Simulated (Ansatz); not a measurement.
# HgSe: band gap under strain

Aim: follow the gap of HgSe built on the zincblende prototype through these states: no strain; -4.0 % equal strain in all directions; -3.0 % equal strain in all directions. The table at the end shows which levels were run.

Program: Ansatz 0.2.0. PAW datasets, plane waves. The values are computed, spin-unpolarised, and not measurements.

**1. The cell**

The unstrained cell was relaxed with r2SCAN; in each strained cell the atoms were relaxed again with r2SCAN. Names of k-points are those of the unstrained zone, where strain can split equivalent points. First state: no strain.

The symmetry is F-43m (No. 216, cubic); conventional cell a = 6.185 Å, 29.58 Å³ an atom. Around Hg lie 4 Se at 2.68 Å; around Se lie 4 Hg at 2.68 Å.

The structure in full:

```cif
data_structure
_symmetry_space_group_name_H-M 'F-43m'
_symmetry_Int_Tables_number 216
_cell_length_a 6.1853
_cell_length_b 6.1853
_cell_length_c 6.1853
_cell_angle_alpha 90.000
_cell_angle_beta 90.000
_cell_angle_gamma 90.000
_cell_volume 236.64
loop_
_atom_site_label
_atom_site_type_symbol
_atom_site_symmetry_multiplicity
_atom_site_Wyckoff_symbol
_atom_site_fract_x
_atom_site_fract_y
_atom_site_fract_z
_atom_site_occupancy
Hg1 Hg 4 a 0.00000 0.00000 0.00000 1
Se1 Se 4 d 0.25000 0.25000 0.75000 1
```

**2. No strain: PBE**

input.yaml reads:

```yaml
crystal:
  lattice:
    - [0.0, 3.0926650972, 3.0926650972]
    - [3.0926650972, 0.0, 3.0926650972]
    - [3.0926650972, 3.0926650972, 0.0]
  atoms:
    - { symbol: Hg, position: [0.0, 0.0, 0.0] }
    - { symbol: Se, position: [0.25, 0.25, 0.25] }
kpoints:
  mp_grid: { grid: [8, 8, 8] }
  band_path:
    path:
      - [0.0, 0.0, 0.0]
      - [-0.5, -0.5, 0.0]
      - [-0.375, -0.375, 0.25]
      - [-0.375, 0.0, 0.375]
      - [0.0, 0.0, 0.5]
      - [-0.5, -0.25, 0.25]
    npoints: 1
hamiltonian:
  xc: pbe
scf:
  occupations: { method: fermi_dirac, width: 0.02 }
  n_extra_bands: 4
output:
  forces: true
  stress: true
  eigenvalues: true
```

Run with:

```
ansatz run input.yaml --threads 2 --pin off --max-ram 29491MiB --backend cpu --events-out ev --progress --plain --runs-dir out
```

The runs that follow: No strain: r2SCAN; No strain: HSE06; No strain: r2SCAN+SOC; -4.0 % equal strain in all directions: PBE; -4.0 % equal strain in all directions: r2SCAN; -4.0 % equal strain in all directions: HSE06; -4.0 % equal strain in all directions: r2SCAN+SOC; -3.0 % equal strain in all directions: PBE; -3.0 % equal strain in all directions: r2SCAN; -3.0 % equal strain in all directions: HSE06; -3.0 % equal strain in all directions: r2SCAN+SOC.

**Question.** What will these runs give?

As calculated:

Least gap in eV (negative: overlap), with the change from the unstrained cell in brackets:

| state | volume change (%) | PBE | r2SCAN | HSE06 |
| --- | --- | --- | --- | --- |
| no strain | +0.0 | 0.00 | 0.00 | 0.00 |
| -4.0 % equal strain in all directions | -11.5 | 0.00 (+0.00) | 0.00 (+0.00) | 0.00 (+0.00) |
| -3.0 % equal strain in all directions | -8.7 | 0.00 (+0.00) | 0.00 (+0.00) | 0.00 (+0.00) |

The HSE06 gap hardly moves: by 0.000 eV at most. PBE and HSE06 differ by 0.00 eV on the unstrained gap, and by at most 0.00 eV on its change. Spin-orbit coupling is left out of the table, though the cell holds Hg (Z = 80); in an element this heavy it can shift bands and gaps by tenths of an eV.
